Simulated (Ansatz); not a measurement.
Start from a 16-atom supercell of Li$_{3}$N (space group P6/mmm, No. 191) at its relaxed geometry.

```
Li3N
1.0
    7.21429     0.00000     0.00000
   -3.60715     6.24776     0.00000
    3.60715     6.24776     3.84457
Li N
12 4
Direct
  0.50000   0.50000   0.50000
  0.50000   0.00000   0.50000
  0.00000   0.50000   0.50000
  0.00000   0.00000   0.50000
  0.16667   0.33333   0.00000
  0.16667   0.83333   0.00000
  0.66667   0.33333   0.00000
  0.66667   0.83333   0.00000
  0.33333   0.16667   0.00000
  0.33333   0.66667   0.00000
  0.83333   0.16667   0.00000
  0.83333   0.66667   0.00000
  0.00000   0.00000   0.00000
  0.00000   0.50000   0.00000
  0.50000   0.00000   0.00000
  0.50000   0.50000   0.00000
```

All numbers come from PBEsol/PAW in Ansatz (an electronic-structure program), without spin-orbit coupling.

For the base:

Pressure: 0.0 GPa
Mean distance from the defect site to its nearest host atoms: 1.92 Å

It is then changed as follows: one N atom is removed, atoms relaxed at fixed cell, starting from a slightly rattled geometry.

Problem. How does this affect the largest displacement of a host atom from its site in the perfect cell, pressure and mean distance from the defect site to its nearest host atoms?

Solution. The largest displacement of a host atom from its site in the perfect cell comes out as 0.83 Å; the pressure goes from zero to 2.0 GPa; the mean distance from the defect site to its nearest host atoms decreases by 0.01 Å to 1.91 Å.

Other magnetic orders, which the real material may have, were not ruled out. In so small a cell the defect repeats every few ångströms: this is an ordered compound, not a dilute defect. The mesh was chosen for an insulator and is coarse for the gapless case. Starting moments died away, wholly or in part, for N vacancy; another magnetic solution may exist. The defect cell is spin-polarised and ends with 0.0 μB.
